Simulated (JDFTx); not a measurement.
Set up this calculation in JDFTx 1.7.0 (patched build), as the native input.

| Item | Value |
| --- | --- |
| Task | relaxation of the atoms |
| Functional | PBEsol |
| Potentials or basis | PseudoDojo-SR-PBEsol-0.4.1-standard |
| Cutoff | 1143 eV |
| Density cutoff | 9143 eV |
| k mesh | 13 × 13 × 13 |
| Occupations | fermi-dirac, width 0.05 eV |
| Spin | no spin polarisation |
| Bands | 9 |
| Density cutoff over wavefunction cutoff | 8 |
| Max SCF steps | 100 |
| SCF threshold on the energy | 1e-10 Ha |
| Solver of the electrons | scf |
| Further solve for the empty bands | no |

Crystal: BN.

```xyz
2
Lattice="0.0000 1.7947 1.7947 1.8037 -0.0090 1.8037 1.8037 1.8037 -0.0090" Properties=species:S:1:pos:R:3 pbc="T T T"
N     0.9019    0.8974    0.8974
B     0.0000    0.0000    0.0000
```

The cell is a database's computed one.

The cell isn't the ideal one: relaxed cell strained by -0.01 in Voigt component 4.

One way to write it, as run:

BN.in

```
lattice \
    0.0000000000     3.4085399991     3.4085399991 \
    3.3914972992    -0.0170426999     3.4085399991 \
    3.3914972992     3.4085399991    -0.0170426999
coords-type Lattice
ion N      0.2499999900     0.2499999900     0.2499999900 1
ion B      0.0000000000     0.0000000000     0.0000000000 1

ion-species pseudo/N.upf
ion-species pseudo/B.upf
elec-cutoff 42 336
elec-ex-corr gga-PBEsol
kpoint-folding 13 13 13
elec-smearing Fermi 0.0018374661
elec-n-bands 9
electronic-SCF nIterations 100 energyDiffThreshold 1e-10
electronic-minimize nIterations 30 energyDiffThreshold 1e-7
forces-output-coords Cartesian
ionic-minimize nIterations 20 energyDiffThreshold 1e-8 knormThreshold 2e-5

dump-name run.$VAR
dump End Ecomponents EigStats BandEigs Kpoints Forces Stress ElecDensity Dtot KEdensity
```

Potentials or basis: PseudoDojo-SR-PBEsol-0.4.1-standard.

Run with:

```bash
$ jdftx -c 1 -i BN.in -o BN.out
```

It gave:

- Energy gained by relaxing: 0.0 meV/atom
- Ionic steps: 3
- Pressure after relaxing: 0.0 GPa
- Band gap on the k mesh: 4.39 eV, indirect (least direct gap 8.70 eV)
- Loewdin charges: N -0.32; B +0.34 e

Caveat: an odd mesh through Γ misses points on the zone boundary, where band edges often lie.

It took 2.3 min on 1 thread of Intel(R) Xeon(R) Platinum 8488C (Sapphire Rapids), on a shared host, peak memory 0.18 GiB.
